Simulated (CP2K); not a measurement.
**Sb under changes of volume**

One of the cells (26.666 Å³/atom); the others are scaled copies at fixed shape and fractional positions:

```
CELL_PARAMETERS angstrom
3.35344 0.00000 0.00000
1.67672 2.90417 0.00000
1.67672 0.96806 2.73808
ATOMIC_POSITIONS crystal
Sb 0.00000 0.00000 0.00000
```

This isn't the form of Sb at room conditions, which is rhombohedral.

* Program: CP2K 2026.2
* Functional: PBEsol
* Potentials or basis: POTENTIAL_UZH Sb GTH-PBE-q5; TZVP-MOLOPT-PBE-GTH basis
* Density cutoff: 6123 eV
* k mesh: 10 × 10 × 10
* Occupations: fermi-dirac, width 0.05 eV
* Spin: no spin polarisation

| volume (Å³/atom) | energy over the lowest point (meV/atom) | pressure (GPa) |
| --- | --- | --- |
| 25.066 | 49.12 | 7.0 |
| 25.599 | 29.29 | 5.1 |
| 26.133 | 14.99 | 3.5 |
| 26.666 | 5.55 | 2.1 |
| 27.199 | ? | ? |
| 27.733 | 0.00 | -0.5 |
| 28.266 | 3.44 | -1.6 |

**Question.** What does the run at 27.199 Å³/atom give?

**Answer.** Energy over the lowest point 0.62 meV/atom; pressure 0.8 GPa.

Worked out: A Birch-Murnaghan fit of order 3 (a polynomial in V^(-2/3)) to the other rows has its minimum at 27.54 Å³/atom with B0 = V·E''(V) = 63 GPa and B' = 2.9. It gives 0.66 meV/atom at 27.199 Å³/atom, against the run's 0.62, and -dE/dV = 0.8 GPa, against 0.8.

Energies are extrapolated to zero smearing.

Caveats: the potentials were made for another functional, which shifts forces and pressure; the basis of atomic orbitals isn't converged, which shifts pressures, moduli and gaps.
